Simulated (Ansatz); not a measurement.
# Ti3Al (Fm-3m) in Ansatz: notebook

The runs below take Ti3Al through single point, with PBEsol.

Program: Ansatz 0.2.0. These are calculated values, not measurements. Logs are shortened: lines on timing, memory, paths and dates and some standing lists are left out, and cuts for length are marked.

## Step 1: Starting point

Symmetry: Fm-3m, No. 225, cubic system. Conventional cell: a = 6.464 Å, b = 6.464 Å, c = 6.464 Å, α = 90.00°, β = 90.00°, γ = 90.00°. Ti (site symmetry m-3m) is surrounded by 8 Ti at 2.80 Å. Ti (site symmetry -43m) has 4 Ti at 2.80 Å and 4 Al at 2.80 Å as nearest neighbours. Al (site symmetry m-3m) has 8 Ti at 2.80 Å as nearest neighbours.

The cell comes from a database or a generator and needn't be the stable form of this composition.

## Step 2: Single point, PBEsol, 15.86 Å³/atom (volume scaled by 0.94)

The input, input.yaml:

```yaml
crystal:
  lattice:
    - [0.0, 3.165807774, 3.165807774]
    - [3.165807774, 0.0, 3.165807774]
    - [3.165807774, 3.165807774, 0.0]
  atoms:
    - { symbol: Ti, position: [0.0, 0.0, 0.0] }
    - { symbol: Ti, position: [0.25, 0.25, 0.25] }
    - { symbol: Ti, position: [0.75, 0.75, 0.75] }
    - { symbol: Al, position: [0.5, 0.5, 0.5] }
kpoints:
  mp_grid: { grid: [7, 7, 7] }
scf:
  occupations: { method: fermi_dirac, width: 0.05 }
hamiltonian:
  xc: pbesol
  pseudopotentials: { kind: all_electron, lapw: { basis_error: 0.001 } }
output:
  forces: true
  stress: true
  eigenvalues: true
```

Potentials or basis: all-electron LAPW, scalar-relativistic.

The run is started by

```console
$ ansatz run input.yaml --threads 2 --pin off --max-ram 8192MiB --backend cpu --events-out ev --progress --plain --runs-dir out
```

Standard output:

```text
Warning: RAYON_NUM_THREADS=2 ignored (pool sized by the plan → 2); use --threads N
LAPW: plane waves up to 8.018 Å⁻¹, error target 1.0e-3 eV per atom; small_component_spin mean_spin; Al in spheres of 1.371 Å, 11 of its electrons in bands, Dirac shells []; Ti in spheres of 1.371 Å, 12 of its electrons in bands, Dirac shells [] (how accurate: hamiltonian.pseudopotentials.lapw.basis_error, Limitations)
Engine: ansatz 0.2.0, x86_64-unknown-linux-gnu
Pseudopotentials: kind: all_electron
Pseudopotential: Ti, LAPW, valence charge 12, lapw/all_electron/scalar/gaussian/Ti, Koelling and Harmon's equation, gaussian nucleus
Pseudopotential: Al, LAPW, valence charge 11, lapw/all_electron/scalar/gaussian/Al, Koelling and Harmon's equation, gaussian nucleus
Functional definition: PBEsol
  exchange = pbesol_x
  correlation = pbesol_c
Crystal: 4 atoms, lattice volume = 63.458 Å³
Basis set: ecut = 244.9121041204125 eV, 537 PW (Γ), exchange–correlation at level 2
Bands: 29, of which v1, the nominal top of the filled ones, is band 24 counted from 1 (23 counted from 0)
Symmetry: 48 space group operations
Space group: Fm-3m (ITA 225), of the structure as read, at distance tolerance 4.0e-5 Å
k-points: 20 of 343
Non-local potential: Ti, projectors of the file, none
Non-local potential: Al, projectors of the file, none
Initial density: superposition of atomic densities (chi_scale 0.1, normalization cell, long waves kept (reshape's long-wave potential 0.00 eV rms))
Initial wavefunctions: plane waves of lowest kinetic energy (no species holds an atomic orbital)
Functional: x = pbesol(κ = 0.804, μ = 0.12345679012345678), c = pbesol(β = 0.046)
iter 1 solved again at ethr=7.14e-4 eV; its pass at ethr=1.00e-1 eV (dr2=3.36e-1 eV) is discarded
SCF iter   1: F=—  HF=-76218.382709 eV  |F-HF|=—  |Δ(HF+E_count)|=         —  Δρ=2.33e-2  dr2=3.37e-1  ethr=7.14e-4  ⟨swp⟩=2.4  Hψ=4011  notcnv=0
preconditioner: auto → Kerker (q_TF=auto, 2.595 Å⁻¹)  [metal: Δε(μ)=0.016 eV  Ē_g=3.551 eV  σ=0.050 eV  W_gap=0.08  n_scr=14 (ndim 8)  ℏωp=18.1 eV  f_vac=0.000  D(μ)=6.95/eV (n_scr^D=112)]
SCF iter   2: F=—  HF=-76218.122524 eV  |F-HF|=—  |Δ(HF+E_count)|=   2.60e-1  Δρ=2.31e-2  dr2=6.50e-1  ethr=7.14e-4  ⟨swp⟩=3.0  Hψ=2138  notcnv=0
SCF iter   3: F=—  HF=-76218.040592 eV  |F-HF|=—  |Δ(HF+E_count)|=   8.19e-2  Δρ=2.31e-2  dr2=7.61e-1  ethr=7.14e-4  ⟨swp⟩=3.0  Hψ=2073  notcnv=0
SCF iter   4: F=—  HF=-76217.922884 eV  |F-HF|=—  |Δ(HF+E_count)|=   1.18e-1  Δρ=1.04e-2  dr2=1.28e-1  ethr=7.14e-4  ⟨swp⟩=2.0  Hψ=1885  notcnv=0
SCF iter   5: F=—  HF=-76217.895483 eV  |F-HF|=—  |Δ(HF+E_count)|=   2.74e-2  Δρ=3.53e-3  dr2=1.32e-2  ethr=2.73e-4  ⟨swp⟩=2.0  Hψ=1902  notcnv=0
iter 6 solved again at ethr=1.22e-6 eV; its pass at ethr=2.82e-5 eV (dr2=5.71e-4 eV) is discarded
SCF iter   6: F=—  HF=-76217.893910 eV  |F-HF|=—  |Δ(HF+E_count)|=         —  Δρ=9.10e-4  dr2=5.69e-4  ethr=1.22e-6  ⟨swp⟩=2.0  Hψ=3038  notcnv=0
the basis was enlarged: its passes take 382.1 KiB over the memory plan, 2 of 2 planned eigensolver slots
SCF iter   7: F=—  HF=-76217.893806 eV  |F-HF|=—  |Δ(HF+E_count)|=   1.03e-4  Δρ=1.89e-4  dr2=2.59e-5  ethr=1.21e-6  ⟨swp⟩=2.0  Hψ=1837  notcnv=0
SCF iter   8: F=—  HF=-76217.893802 eV  |F-HF|=—  |Δ(HF+E_count)|=   4.50e-6  Δρ=8.26e-5  dr2=8.32e-6  ethr=5.50e-8  ⟨swp⟩=3.0  Hψ=1876  notcnv=0
SCF iter   9: F=—  HF=-76217.893800 eV  |F-HF|=—  |Δ(HF+E_count)|=   1.68e-6  Δρ=2.97e-5  dr2=1.21e-6  ethr=1.77e-8  ⟨swp⟩=2.0  Hψ=1837  notcnv=0
SCF iter  10: F=-76217.893800 eV  HF=-76217.893800 eV  |F-HF|=5.79e-9  |Δ(HF+E_count)|=   2.43e-7  Δρ=2.89e-6  dr2=3.41e-9  ethr=2.57e-9  ⟨swp⟩=2.1  Hψ=1843  notcnv=0
SCF 1 converged in 10 iterations: F = -76217.893800 eV  dr2 = 3.41e-9
SCF converged after 10 iterations
Free energy (F): -76217.893800 eV
Harris-Foulkes:  -76217.893800 eV  (|F-HF|=5.79e-9)
Internal energy: -76217.831679 eV  (E = F + TS)
E sigma→0 (E₀):  -76217.862740 eV
Entropy (-TS):   -0.062121 eV (-15.530 meV/atom)
Fermi energy:    13.568507 eV
--- Per-component energies (eV) ---
  E_band       = -897.027723
  E_kinetic    = 76895.069260
  E_xc         = -3861.783721
  E_electrostatic = -149251.117218  (all electrons and nuclei)
  E_smearing   = -0.062121  (= −TS)
  E_closure    = 0.000000  (closes the sum)
  E_atoms      = -76191.553835  (free atoms, spherical and without spin; not in F)
  Σ components = -76217.893800   (vs F -76217.893800, Δ=0.00e0)
  Basis errors (estimates in eV, not in F): energy 1.1e-4 per atom: plane waves 8.2e-5 (4.3e-5 summed), levels above the bands 2.1e-23, relativity 3.6e-9, radial functions 3.3e-5, core shells 1.2e-7; eigenvalues (radial functions only) 1.3e-6; not estimated: angular momenta, meshes, grids; target (lapw.basis_error) 1.0e-3; muffin-tin radii Al 1.371 Å, Ti 1.371 Å
--- Forces (eV/Å), atoms counted from 1 ---
  atom   1  Ti    -0.00000000    -0.00000000     0.00000000
  atom   2  Ti     0.00000000     0.00000000    -0.00000000
  atom   3  Ti     0.00000000     0.00000000    -0.00000000
  atom   4  Al    -0.00000000     0.00000000     0.00000000
  max |Σ_I F_I| component: 6.48e-17 eV/Å
--- Stress (GPa, compression-positive) ---
        2.253542      -0.000000      -0.000000
       -0.000000       2.253542       0.000000
       -0.000000       0.000000       2.253542
  P = ⅓ Tr σ = 2.2535 GPa (22.535 kbar)
--- Band table (eV; the first three rows and the last of 20) ---
  k-point 0: bands = ["-88.0260", "-49.6993", "-49.6993", "-49.6993", "-42.6514", "-42.5614", "-42.3003", "-19.0711", "-19.0711", "-19.0711", "-19.0545", "-19.0545", "-19.0545", "-18.6109", "-18.6109", "-18.6109", "5.8731", "11.7575", "11.7575", "11.7689", "11.7689", "11.7689", "13.6021", "13.6021", "13.6021", "15.9813", "15.9813", "15.9813", "16.6932"]
  k-point 1: bands = ["-88.0260", "-49.6993", "-49.6993", "-49.6993", "-42.6439", "-42.5637", "-42.3056", "-19.1276", "-19.1059", "-19.1059", "-19.0250", "-19.0250", "-18.9850", "-18.6265", "-18.6058", "-18.6058", "6.1227", "11.4941", "11.5270", "11.5270", "12.2162", "12.2162", "13.4345", "13.5519", "13.5519", "15.6198", "15.7182", "15.7182", "16.6408"]
  k-point 2: bands = ["-88.0260", "-49.6993", "-49.6993", "-49.6993", "-42.6248", "-42.5704", "-42.3183", "-19.1478", "-19.1418", "-19.1418", "-19.0010", "-19.0010", "-18.9516", "-18.6454", "-18.5941", "-18.5941", "6.8192", "10.7322", "11.4991", "11.4991", "12.7794", "12.7794", "13.0622", "13.4701", "13.4701", "15.1672", "15.1672", "15.1675", "16.5773"]
  k-point 19: bands = ["-88.0260", "-49.6994", "-49.6993", "-49.6993", "-42.5856", "-42.5847", "-42.3436", "-19.2711", "-19.1723", "-19.0936", "-19.0721", "-18.9096", "-18.8948", "-18.6360", "-18.6088", "-18.5673", "8.3609", "10.4132", "10.5076", "11.6397", "12.3594", "13.1977", "13.3914", "13.6892", "14.1770", "14.2974", "14.4607", "15.1663", "15.9834"]
```

It took 6.7 s on 2 threads of Intel Xeon Platinum 8259CL at 2.50GHz (Skylake/Cascade Lake), shared host; peak memory 0.4 GiB.

What came out:

```yaml
Free_energy: -76217.8938 eV
Pressure: 2.3 GPa
Band_gap_on_the_k_mesh: none (metal or under the smearing width)
```

## Step 3: Single point, PBEsol, 16.20 Å³/atom (volume scaled by 0.96)

Edit input.yaml of step 2 so:

```diff
@@ -2,5 +2,5 @@
   lattice:
-    - [0.0, 3.165807774, 3.165807774]
-    - [3.165807774, 0.0, 3.165807774]
-    - [3.165807774, 3.165807774, 0.0]
+    - [0.0, 3.1881029295, 3.1881029295]
+    - [3.1881029295, 0.0, 3.1881029295]
+    - [3.1881029295, 3.1881029295, 0.0]
   atoms:
```

Potentials or basis: all-electron LAPW, scalar-relativistic.

The run is started by

```console
$ ansatz run input.yaml --threads 2 --pin off --max-ram 8192MiB --backend cpu --events-out ev --progress --plain --runs-dir out
```

It took 6.6 s on 2 threads of Intel Xeon Platinum 8259CL at 2.50GHz (Skylake/Cascade Lake), shared host; peak memory 0.36 GiB.

The run converged. Its results:

```
Free energy            : -76217.9017 eV
Pressure               : -0.3 GPa
Band gap on the k mesh : none (metal or under the smearing width)
```

## Step 4: Single point, PBEsol, 16.54 Å³/atom (volume scaled by 0.98)

Edit input.yaml of step 3 so:

```diff
@@ -2,5 +2,5 @@
   lattice:
-    - [0.0, 3.1881029295, 3.1881029295]
-    - [3.1881029295, 0.0, 3.1881029295]
-    - [3.1881029295, 3.1881029295, 0.0]
+    - [0.0, 3.2100905411, 3.2100905411]
+    - [3.2100905411, 0.0, 3.2100905411]
+    - [3.2100905411, 3.2100905411, 0.0]
   atoms:
```

The run is started by

```console
$ ansatz run input.yaml --threads 2 --pin off --max-ram 8192MiB --backend cpu --events-out ev --progress --plain --runs-dir out
```

Run time: 6.2 s. Hardware: 2 threads of Intel Xeon Platinum 8259CL at 2.50GHz (Skylake/Cascade Lake), shared host; peak memory 0.39 GiB.

It converged, with:

- Free energy: -76217.8888 eV
- Pressure: -2.7 GPa
- Band gap on the k mesh: none (metal or under the smearing width)

## Step 5: Single point, PBEsol, 16.88 Å³/atom

Edit input.yaml of step 4 so:

```diff
@@ -2,5 +2,5 @@
   lattice:
-    - [0.0, 3.2100905411, 3.2100905411]
-    - [3.2100905411, 0.0, 3.2100905411]
-    - [3.2100905411, 3.2100905411, 0.0]
+    - [0.0, 3.231781, 3.231781]
+    - [3.231781, 0.0, 3.231781]
+    - [3.231781, 3.231781, 0.0]
   atoms:
```

The run is started by

```console
$ ansatz run input.yaml --threads 2 --pin off --max-ram 8192MiB --backend cpu --events-out ev --progress --plain --runs-dir out
```

Run time: 6.2 s. Hardware: 2 threads of Intel Xeon Platinum 8259CL at 2.50GHz (Skylake/Cascade Lake), shared host; peak memory 0.38 GiB.

It converged, with:

```
Free energy            : -76217.8570 eV
Pressure               : -4.8 GPa
Band gap on the k mesh : none (metal or under the smearing width)
```

## Step 6: Single point, PBEsol, 17.21 Å³/atom (volume scaled by 1.02)

Edit input.yaml of step 5 so:

```diff
@@ -2,5 +2,5 @@
   lattice:
-    - [0.0, 3.231781, 3.231781]
-    - [3.231781, 0.0, 3.231781]
-    - [3.231781, 3.231781, 0.0]
+    - [0.0, 3.2531841469, 3.2531841469]
+    - [3.2531841469, 0.0, 3.2531841469]
+    - [3.2531841469, 3.2531841469, 0.0]
   atoms:
```

Potentials or basis: all-electron LAPW, scalar-relativistic.

The run is started by

```console
$ ansatz run input.yaml --threads 2 --pin off --max-ram 8192MiB --backend cpu --events-out ev --progress --plain --runs-dir out
```

Run time: 6.2 s. Hardware: 2 threads of Intel Xeon Platinum 8259CL at 2.50GHz (Skylake/Cascade Lake), shared host; peak memory 0.39 GiB.

Results (log left out):

| Property | Result |
| --- | --- |
| Free energy | -76217.8082 eV |
| Pressure | -6.7 GPa |
| Band gap on the k mesh | none (metal or under the smearing width) |

## Step 7: Single point, PBEsol, 17.55 Å³/atom (volume scaled by 1.04)

Edit input.yaml of step 6 so:

```diff
@@ -2,5 +2,5 @@
   lattice:
-    - [0.0, 3.2531841469, 3.2531841469]
-    - [3.2531841469, 0.0, 3.2531841469]
-    - [3.2531841469, 3.2531841469, 0.0]
+    - [0.0, 3.2743093112, 3.2743093112]
+    - [3.2743093112, 0.0, 3.2743093112]
+    - [3.2743093112, 3.2743093112, 0.0]
   atoms:
```

The run is started by

```console
$ ansatz run input.yaml --threads 2 --pin off --max-ram 8192MiB --backend cpu --events-out ev --progress --plain --runs-dir out
```

It took 6.2 s on 2 threads of Intel Xeon Platinum 8259CL at 2.50GHz (Skylake/Cascade Lake), shared host; peak memory 0.39 GiB.

Results (log left out):

* Free energy: -76217.7439 eV
* Pressure: -8.5 GPa
* Band gap on the k mesh: none (metal or under the smearing width)

## Step 8: Single point, PBEsol, 17.89 Å³/atom (volume scaled by 1.06)

Edit input.yaml of step 7 so:

```diff
@@ -2,5 +2,5 @@
   lattice:
-    - [0.0, 3.2743093112, 3.2743093112]
-    - [3.2743093112, 0.0, 3.2743093112]
-    - [3.2743093112, 3.2743093112, 0.0]
+    - [0.0, 3.2951653469, 3.2951653469]
+    - [3.2951653469, 0.0, 3.2951653469]
+    - [3.2951653469, 3.2951653469, 0.0]
   atoms:
```

The run is started by

```console
$ ansatz run input.yaml --threads 2 --pin off --max-ram 8192MiB --backend cpu --events-out ev --progress --plain --runs-dir out
```

Run time: 6.5 s. Hardware: 2 threads of Intel Xeon Platinum 8259CL at 2.50GHz (Skylake/Cascade Lake), shared host; peak memory 0.39 GiB.

The run converged. Its results:

```yaml
Free_energy: -76217.6655 eV
Pressure: -10.1 GPa
Band_gap_on_the_k_mesh: none (metal or under the smearing width)
```
